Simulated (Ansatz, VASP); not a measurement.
# AlN in VASP and in Ansatz

Contents of INCAR:

```
SYSTEM = AlN
PREC = Accurate
ENCUT = 520
EDIFF = 1E-6
ISMEAR = 0
SIGMA = 0.05
LREAL = .FALSE.
LASPH = .TRUE.
NELM = 80
ALGO = Normal
ISIF = 2
LWAVE = .FALSE.
LCHARG = .FALSE.
GGA = PE
NBANDS = 11
```

KPOINTS

```
Automatic mesh
0
G
  10 10 10
  0 0 0
```

POSCAR

```
AlN
1.0
    0.0000000000      2.1685632977      2.2676347174
    2.1685632977      0.0000000000      2.2676347174
    2.1685632977      2.1685632977      0.0000000000
Al N
1 1
Direct
    0.0000000000      0.0000000000      0.0000000000
    0.7500000000      0.7500000000      0.7500000000
```

Input for Ansatz:

```yaml
crystal:
  lattice:
    - [0.0, 2.1685632977, 2.2676347174]
    - [2.1685632977, 0.0, 2.2676347174]
    - [2.1685632977, 2.1685632977, 0.0]
  atoms:
    - { symbol: Al, position: [0.0, 0.0, 0.0] }
    - { symbol: "N", position: [0.75, 0.75, 0.75] }
basis:
  ecutwfc: 420
kpoints:
  mp_grid: { grid: [10, 10, 10] }
hamiltonian:
  xc: pbe
scf:
  occupations: { method: gaussian, width: 0.05 }
output:
  forces: true
  stress: true
  eigenvalues: true
```

Change from the starting cell: strain -0.015 along x and y, +0.030 along z, atoms carried along.

Alike in both runs: task single point; functional PBE; k mesh 10 × 10 × 10; occupations gaussian, width 0.05 eV; no spin polarisation.

|  | VASP | Ansatz |
| --- | --- | --- |
| version | VASP 6.6.1 | Ansatz 0.2.0 |
| potentials or method | VASP PAW PBE potentials, release 64 (Al, N) | scalar-relativistic, plane waves, PAW |
| plane-wave cutoff (eV) | 520 | 420 |
| valence electrons in the cell | 8 | 8 |

|  | VASP | Ansatz | Ansatz less VASP |
| --- | --- | --- | --- |
| gap on the k mesh at the Fermi level (eV) | 3.17 | 3.18 | +0.008 |
| least direct gap on the mesh (eV) | 3.91 | 3.90 | -0.008 |
| pressure (GPa) | -0.3 | 0.0 | +0.28 |
| largest component of the traceless stress (GPa) | 4.56 | 4.53 | -0.029 |

The functional is the same, so the differences come from potentials, cutoffs and numerics.

A k mesh can miss the band edges.
